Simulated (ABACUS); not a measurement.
The system is Ag.

```
CELL_PARAMETERS angstrom
0.00000 2.04275 2.04275
2.04275 0.00000 2.04275
2.04275 2.04275 0.00000
ATOMIC_POSITIONS crystal
Ag 0.00000 0.00000 0.00000
```

* Program: ABACUS 3.10.1
* Task: relaxation of cell and atoms
* Functional: BP86
* Potentials or basis: PseudoDojo NC SR 0.5 PBE standard
* Cutoff: 1116 eV
* Density cutoff: 4463 eV
* Basis: plane waves
* k mesh: 9 × 9 × 9
* Occupations: fermi-dirac, width 0.05 eV
* Spin: no spin polarisation

At the start: pressure 4.5 GPa; volume 17.05 Å³/atom.

**Question.** Where does the relaxation end?

**Answer.** Over 13 steps the energy falls by 9.8 meV/atom and the volume is 17.75 Å³/atom (+4.1 %); space group Fm-3m (No. 225, to 0.05 Å).

Step by step:
```csv
step,energy change (eV),largest force (eV/Å),pressure (GPa),volume (Å³)
1,0.0000,0.0000,4.55,17.05
2,-0.0046,0.0000,-2.94,18.32
3,-0.0098,0.0000,-0.06,17.77
4,-0.0098,0.0000,0.03,17.75
5,-0.0098,0.0000,-0.05,17.76
6,-0.0098,0.0000,-0.03,17.75
7,-0.0098,0.0000,0.17,17.72
8,-0.0098,0.0000,0.15,17.73
9,-0.0098,0.0000,0.13,17.74
10,-0.0098,0.0000,0.08,17.74
11,-0.0098,0.0000,0.13,17.75
12,-0.0098,0.0000,0.04,17.75
13,-0.0098,0.0000,0.02,17.75
```

Final structure:
```cif
data_structure
_symmetry_space_group_name_H-M 'P 1'
_symmetry_Int_Tables_number 1
_cell_length_a 2.9281
_cell_length_b 2.9281
_cell_length_c 2.9281
_cell_angle_alpha 60.000
_cell_angle_beta 60.000
_cell_angle_gamma 60.000
_cell_volume 17.75
loop_
_atom_site_label
_atom_site_type_symbol
_atom_site_fract_x
_atom_site_fract_y
_atom_site_fract_z
_atom_site_occupancy
Ag1 Ag 0.00000 0.00000 0.00000 1
```

Caveat: the potentials were made for another functional, which shifts forces and pressure.
